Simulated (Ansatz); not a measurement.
# WC (Qusongite) (P-6m2) in Ansatz: a series of runs

Runs on WC (Qusongite). Level: PBEsol. Tasks: single point, equation of state.

Everything below comes from runs of Ansatz 0.2.0. Logs are shortened: lines on timing, memory, paths and dates and some standing lists are left out, and cuts for length are marked.

## (1) The structure

Symmetry: P-6m2, No. 187, hexagonal system. The conventional cell has a = 2.907 Å, b = 2.907 Å, c = 2.837 Å, α = 90.00°, β = 90.00°, γ = 120.00°. W (site symmetry -6m2) has 6 C at 2.20 Å as nearest neighbours. C (site symmetry -6m2) has 6 W at 2.20 Å as nearest neighbours.

## (2) Single point, PBEsol, 9.75 Å³/atom (volume scaled by 0.94)

Input file input.yaml:

```yaml
crystal:
  lattice:
    - [2.847167025, 0.0, 0.0]
    - [-1.4235835125, 2.4657189725, 0.0]
    - [0.0, 0.0, 2.778693956]
  atoms:
    - { symbol: W, position: [0.0, 0.0, 0.0] }
    - { symbol: C, position: [0.6666666667, 0.3333333333, 0.5] }
hamiltonian:
  xc: pbesol
  pseudopotentials: { kind: paw }
kpoints:
  mp_grid: { grid: [10, 10, 9] }
scf:
  occupations: { method: fermi_dirac, width: 0.05 }
output:
  forces: true
  stress: true
  eigenvalues: true
```

Potentials or basis: Ansatz PAW.

Started as:

```
> ansatz run input.yaml --threads 2 --pin off --max-ram 5632MiB --backend cpu --events-out ev --progress --plain --runs-dir out
```

What it wrote:

```text
Warning: RAYON_NUM_THREADS=2 ignored (pool sized by the plan → 2); use --threads N
Engine: ansatz 0.2.0, aarch64-unknown-linux-gnu
Pseudopotentials: kind: paw
Pseudopotential: W, paw, valence charge 14, recommended cutoff 420 eV (normal), W.paw.azcp
Pseudopotential: C, paw, valence charge 4, recommended cutoff 420 eV (normal), C.paw.azcp
Functional definition: PBEsol
  exchange = pbesol_x
  correlation = pbesol_c
Crystal: 2 atoms, lattice volume = 19.507 Å³
Basis set: ecut = 420 eV, 405 PW (Γ), exchange–correlation on 40×40×40 points (8 copies of the dense FFT grid, shifted against one another)
Bands: 13, of which v1, the nominal top of the filled ones, is band 9 counted from 1 (8 counted from 0)
Symmetry: 12 space group operations
Space group: P-6m2 (ITA 187), of the structure as read, at distance tolerance 2.7e-5 Å
k-points: 70 of 900 (time reversal used)
Non-local potential: W, projectors of the file, l = 0: 3, l = 1: 2, l = 2: 2, l = 3: 1
Non-local potential: C, projectors of the file, l = 0: 2, l = 1: 2, l = 2: 1
PAW form: soft (Blöchl's): semilocal exchange-correlation on the pseudo side does not see the compensation charge
PAW frozen core: W, regenerated for the run's functional, and the local potential with it (the file was generated under x = pbe(κ = 0.804, μ = 0.2195149727645171), c = pbe(β = 0.06672455060314922))
PAW frozen core: C, regenerated for the run's functional, and the local potential with it (the file was generated under x = pbe(κ = 0.804, μ = 0.2195149727645171), c = pbe(β = 0.06672455060314922))
PAW one-centre angular grid: W, 590 points (default); XC on 64 Gauss nodes
PAW one-centre angular grid: C, 110 points (default); XC on 64 Gauss nodes
Initial density: superposition of atomic densities (neutral atoms: chi_scale 0, normalization atom), corrected by the library's trained network
Initial wavefunctions: pseudopotential atomic-orbital guess
Functional: x = pbesol(κ = 0.804, μ = 0.12345679012345678), c = pbesol(β = 0.046)
SCF iter   1: F=—  HF=-10503.661671 eV  |F-HF|=—  |Δ(HF+E_count)|=         —  Δρ=1.31e-2  dr2=2.91e-2  ethr=1.77e-3  ⟨swp⟩=5.7  Hψ=4589  notcnv=0
preconditioner: auto → none  [insulator: Δε(μ)=0.121 eV  Ē_g=10.690 eV  σ=0.050 eV  W_gap=0.50  n_scr=8 (ndim 8)  ℏωp=26.6 eV  f_vac=0.000  D(μ)=0.22/eV (n_scr^D=0)  ε∞_Penn≈7.2]
SCF iter   2: F=—  HF=-10503.657295 eV  |F-HF|=—  |Δ(HF+E_count)|=   4.38e-3  Δρ=5.57e-3  dr2=4.76e-3  ethr=1.62e-4  ⟨swp⟩=2.0  Hψ=1607  notcnv=0
SCF iter   3: F=—  HF=-10503.656749 eV  |F-HF|=—  |Δ(HF+E_count)|=   5.46e-4  Δρ=6.24e-4  dr2=2.10e-5  ethr=2.64e-5  ⟨swp⟩=2.2  Hψ=1210  notcnv=0
SCF iter   4: F=—  HF=-10503.656749 eV  |F-HF|=—  |Δ(HF+E_count)|=   7.25e-7  Δρ=1.61e-4  dr2=1.13e-6  ethr=1.17e-7  ⟨swp⟩=2.4  Hψ=1451  notcnv=0
iter 5 did not close the SCF: its close was put off for the readings that it lacked (scf_convergence_deferred on its scf_iter line)
SCF iter   5: F=-10503.656750 eV  HF=-10503.656750 eV  |F-HF|=3.74e-9  |Δ(HF+E_count)|=   9.03e-7  Δρ=9.22e-6  dr2=8.08e-9  ethr=6.29e-9  ⟨swp⟩=1.6  Hψ=1189  notcnv=0
SCF iter   6: F=-10503.656750 eV  HF=-10503.656750 eV  |F-HF|=1.36e-10  |Δ(HF+E_count)|=   1.07e-9  Δρ=1.13e-6  dr2=1.91e-10  ethr=4.49e-11  ⟨swp⟩=2.0  Hψ=3123  notcnv=0
SCF 1 converged in 6 iterations: F = -10503.656750 eV  dr2 = 1.91e-10
SCF converged after 6 iterations
Free energy (F): -10503.656750 eV
Harris-Foulkes:  -10503.656750 eV  (|F-HF|=1.36e-10)
Internal energy: -10503.654706 eV  (E = F + TS)
E sigma→0 (E₀):  -10503.655728 eV
Entropy (-TS):   -0.002045 eV (-1.022 meV/atom)
Fermi energy:    21.910238 eV
--- Per-component energies (eV) ---
  E_band       = -35.278620
  E_kinetic    = 547.480547
  E_local      = -622.191958  (includes V_loc(G=0)·N_el)
  E_nonlocal   = 28.642056
  E_hartree    = 223.511648
  E_xc         = -316.309795
  E_vxc        = -302.346636  (∫ρ·V_xc dr)
  E_paw        = -8531.337580  (= ΣΔE_a)
  E_vpaw       = -133.885945  (= ΣTr[D̂ρ^β])
  E_aug_tail   = -0.000075  (compensation charges beyond the density's cutoff)
  E_ewald      = -1833.692441
  E_core_change = 0.242893  (= ΣΔE_core)
  E_smearing   = -0.002045  (= −TS)
  E_closure    = 0.000000  (closes the sum)
  Σ components = -10503.656750   (vs F -10503.656750, Δ=0.00e0)
--- Forces (eV/Å), atoms counted from 1 ---
  atom   1  W      0.00000000     0.00000000     0.00000000
  atom   2  C      0.00000000     0.00000000     0.00000000
  max |Σ_I F_I| component: 6.85e-16 eV/Å
--- Stress (GPa, compression-positive) ---
       23.580747       0.000000      -0.000000
       -0.000000      23.580747       0.000000
       -0.000000       0.000000      26.452575
  P = ⅓ Tr σ = 24.5380 GPa (245.380 kbar)
--- Band table (eV; the first three rows and the last of 70) ---
  k-point 0: bands = ["-51.8152", "-15.8334", "-15.6975", "-15.6975", "7.0363", "17.2400", "18.3320", "18.3320", "22.0656", "25.4566", "25.4566", "27.9270", "27.9270"]
  k-point 1: bands = ["-51.8088", "-15.9490", "-15.6876", "-15.6876", "7.3650", "17.1132", "18.4777", "18.4777", "22.0518", "24.4373", "24.4373", "28.4613", "28.4613"]
  k-point 2: bands = ["-51.7925", "-16.2331", "-15.6622", "-15.6622", "8.2755", "16.3823", "18.8778", "18.8778", "22.6271", "22.9179", "22.9179", "28.4262", "28.4262"]
  k-point 69: bands = ["-51.6765", "-16.4929", "-16.3752", "-16.1803", "10.6460", "14.3750", "16.2565", "20.0875", "21.1637", "26.7811", "28.9420", "29.6770", "32.1123"]
```

It took 1.2 s on 2 threads of Arm Neoverse V1, shared host; peak memory 0.28 GiB.

What came out:

* Free energy: -10503.6568 eV
* Pressure: 24.5 GPa
* Band gap on the k mesh: none (metal or under the smearing width)

Caveat: the pressure holds a Pulay correction of +0.3 GPa for the finite cutoff; the PAW data sets come from PBE, with cores solved anew for the run's functional, which leaves a small shift of forces and pressure.

## (3) Single point, PBEsol, 9.96 Å³/atom (volume scaled by 0.96)

Edit input.yaml of step 2 so:

```diff
@@ -2,5 +2,5 @@
   lattice:
-    - [2.847167025, 0.0, 0.0]
-    - [-1.4235835125, 2.4657189725, 0.0]
-    - [0.0, 0.0, 2.778693956]
+    - [2.8672181576, 0.0, 0.0]
+    - [-1.4336090788, 2.4830837627, 0.0]
+    - [0.0, 0.0, 2.798262868]
   atoms:
@@ -19 +19,5 @@
   eigenvalues: true
+  write_density: true
+  write_potential: true
+  elf: true
+  volumetric_format: npy
```

Potentials or basis: Ansatz PAW.

Started as:

```
> ansatz run input.yaml --threads 2 --pin off --max-ram 5632MiB --backend cpu --events-out ev --progress --plain --runs-dir out
```

Run time: 1.7 s. Hardware: 2 threads of Arm Neoverse V1, shared host; peak memory 0.29 GiB.

Results (log left out):

```yaml
Free_energy: -10503.7067 eV
Pressure: 14.2 GPa
Band_gap_on_the_k_mesh: none (metal or under the smearing width)
```

Caveat: the pressure holds a Pulay correction of +0.3 GPa for the finite cutoff; the PAW data sets come from PBE, with cores solved anew for the run's functional, which leaves a small shift of forces and pressure.

## (4) Single point, PBEsol, 10.17 Å³/atom (volume scaled by 0.98)

Input file input.yaml:

```yaml
crystal:
  lattice:
    - [2.8869927008, 0.0, 0.0]
    - [-1.4434963504, 2.5002090195, 0.0]
    - [0.0, 0.0, 2.8175618425]
  atoms:
    - { symbol: W, position: [0.0, 0.0, 0.0] }
    - { symbol: C, position: [0.6666666667, 0.3333333333, 0.5] }
hamiltonian:
  xc: pbesol
  pseudopotentials: { kind: paw }
kpoints:
  mp_grid: { grid: [10, 10, 9] }
scf:
  occupations: { method: fermi_dirac, width: 0.05 }
output:
  forces: true
  stress: true
  eigenvalues: true
```

Started as:

```
> ansatz run input.yaml --threads 2 --pin off --max-ram 5632MiB --backend cpu --events-out ev --progress --plain --runs-dir out
```

It took 1.4 s on 2 threads of Arm Neoverse V1, shared host; peak memory 0.29 GiB.

It converged, with:

| Quantity | Value |
| --- | --- |
| Free energy | -10503.7312 eV |
| Pressure | 4.9 GPa |
| Band gap on the k mesh | none (metal or under the smearing width) |

Caveat: the pressure holds a Pulay correction of +0.3 GPa for the finite cutoff; the PAW data sets come from PBE, with cores solved anew for the run's functional, which leaves a small shift of forces and pressure.

## (5) Single point, PBEsol, 10.38 Å³/atom

Edit input.yaml of step 4 so:

```diff
@@ -2,5 +2,5 @@
   lattice:
-    - [2.8869927008, 0.0, 0.0]
-    - [-1.4434963504, 2.5002090195, 0.0]
-    - [0.0, 0.0, 2.8175618425]
+    - [2.9065, 0.0, 0.0]
+    - [-1.45325, 2.5171028361, 0.0]
+    - [0.0, 0.0, 2.8366]
   atoms:
```

Started as:

```
> ansatz run input.yaml --threads 2 --pin off --max-ram 5632MiB --backend cpu --events-out ev --progress --plain --runs-dir out
```

Run time: 1.2 s. Hardware: 2 threads of Arm Neoverse V1, shared host; peak memory 0.29 GiB.

Results (log left out):

```yaml
Free_energy: -10503.7328 eV
Pressure: -3.5 GPa
Band_gap_on_the_k_mesh: none (metal or under the smearing width)
```

Caveat: the PAW data sets come from PBE, with cores solved anew for the run's functional, which leaves a small shift of forces and pressure.

## (6) Single point, PBEsol, 10.58 Å³/atom (volume scaled by 1.02)

Edit input.yaml of step 5 so:

```diff
@@ -2,5 +2,5 @@
   lattice:
-    - [2.9065, 0.0, 0.0]
-    - [-1.45325, 2.5171028361, 0.0]
-    - [0.0, 0.0, 2.8366]
+    - [2.9257489053, 0.0, 0.0]
+    - [-1.4628744527, 2.5337728771, 0.0]
+    - [0.0, 0.0, 2.8553859779]
   atoms:
```

Potentials or basis: Ansatz PAW.

Started as:

```
> ansatz run input.yaml --threads 2 --pin off --max-ram 5632MiB --backend cpu --events-out ev --progress --plain --runs-dir out
```

Run time: 1.2 s. Hardware: 2 threads of Arm Neoverse V1, shared host; peak memory 0.29 GiB.

Results (log left out):

| Item | Value |
| --- | --- |
| Free energy | -10503.7138 eV |
| Pressure | -11.0 GPa |
| Band gap on the k mesh | none (metal or under the smearing width) |

Caveat: the PAW data sets come from PBE, with cores solved anew for the run's functional, which leaves a small shift of forces and pressure.

## (7) Single point, PBEsol, 10.79 Å³/atom (volume scaled by 1.04)

Edit input.yaml of step 6 so:

```diff
@@ -2,5 +2,5 @@
   lattice:
-    - [2.9257489053, 0.0, 0.0]
-    - [-1.4628744527, 2.5337728771, 0.0]
-    - [0.0, 0.0, 2.8553859779]
+    - [2.9447478072, 0.0, 0.0]
+    - [-1.4723739036, 2.5502264088, 0.0]
+    - [0.0, 0.0, 2.8739279649]
   atoms:
```

Started as:

```
> ansatz run input.yaml --threads 2 --pin off --max-ram 5632MiB --backend cpu --events-out ev --progress --plain --runs-dir out
```

Run time: 1.2 s. Hardware: 2 threads of Arm Neoverse V1, shared host; peak memory 0.29 GiB.

Results (log left out):

- Free energy: -10503.6764 eV
- Pressure: -17.8 GPa
- Band gap on the k mesh: none (metal or under the smearing width)

Caveat: the PAW data sets come from PBE, with cores solved anew for the run's functional, which leaves a small shift of forces and pressure.

## (8) Single point, PBEsol, 11.00 Å³/atom (volume scaled by 1.06)

Edit input.yaml of step 7 so:

```diff
@@ -2,5 +2,5 @@
   lattice:
-    - [2.9447478072, 0.0, 0.0]
-    - [-1.4723739036, 2.5502264088, 0.0]
-    - [0.0, 0.0, 2.8739279649]
+    - [2.9635046684, 0.0, 0.0]
+    - [-1.4817523342, 2.566470327, 0.0]
+    - [0.0, 0.0, 2.8922337321]
   atoms:
```

Started as:

```
> ansatz run input.yaml --threads 2 --pin off --max-ram 5632MiB --backend cpu --events-out ev --progress --plain --runs-dir out
```

It took 1.2 s on 2 threads of Arm Neoverse V1, shared host; peak memory 0.29 GiB.

The run converged. Its results:

- Free energy: -10503.6223 eV
- Pressure: -23.9 GPa
- Band gap on the k mesh: none (metal or under the smearing width)

Caveat: the PAW data sets come from PBE, with cores solved anew for the run's functional, which leaves a small shift of forces and pressure.

## (9) Equation of state, PBEsol

Potentials or basis: Ansatz PAW.

This step only gathers the single runs of the series.

What came out:

```yaml
Equilibrium_volume: 10.29 Å³/atom
Bulk_modulus_at_fixed_shape_and_positions: 412 GPa
Pressure_derivative_of_the_bulk_modulus: 4.2
```

Energy against volume, from the lowest point:
```csv
volume (Å³/atom),energy (meV/atom)
9.754,38.04
9.961,13.09
10.169,0.82
10.376,0.00
10.584,9.49
10.791,28.21
10.999,55.28
```

Caveat: the cell was scaled at fixed shape and fractional positions, which overstates the stiffness of a crystal with free parameters, most of all of layers and chains. The run has no spin-orbit coupling, so splittings on W are missing.
